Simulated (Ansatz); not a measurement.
GaAs:

```
As Ga
1.0
     0.00000    2.82685    2.82685
     2.82685    0.00000    2.82685
     2.82685    2.82685    0.00000
As Ga
1 1
Direct
  0.75000 0.75000 0.75000
  0.00000 0.00000 0.00000
```

Program: Ansatz 0.2.0. Alike in all runs: cell as given.

Q: Order these runs on this cell by their band gap on the k mesh, lowest first.
A. level PBEsol; potentials or basis all-electron LAPW, non-relativistic; spin off; k mesh 8 × 8 × 8; cutoff (eV) 316; smearing fermi-dirac 0.05 eV; basis error allowed 0.001 eV/atom
B. level LDA; potentials or basis all-electron LAPW, inner shells corrected to Dirac's equation; spin collinear, random start; k mesh 8 × 8 × 8; cutoff (eV) 342; smearing fermi-dirac 0.025 eV; basis error allowed 0.0005 eV/atom
C. level PBE; potentials or basis all-electron LAPW, scalar-relativistic; spin off; k mesh 5 × 5 × 5; cutoff (eV) 277; smearing fermi-dirac 0.04 eV; basis error allowed 0.003 eV/atom

A: B (0.28 eV), C (0.52 eV), A (1.10 eV).

Caveats: an odd mesh through Γ misses points on the zone boundary, where band edges often lie (some runs); relativity is left out, which matters for the heavier elements (some runs).

Not every run made on this cell is shown here.
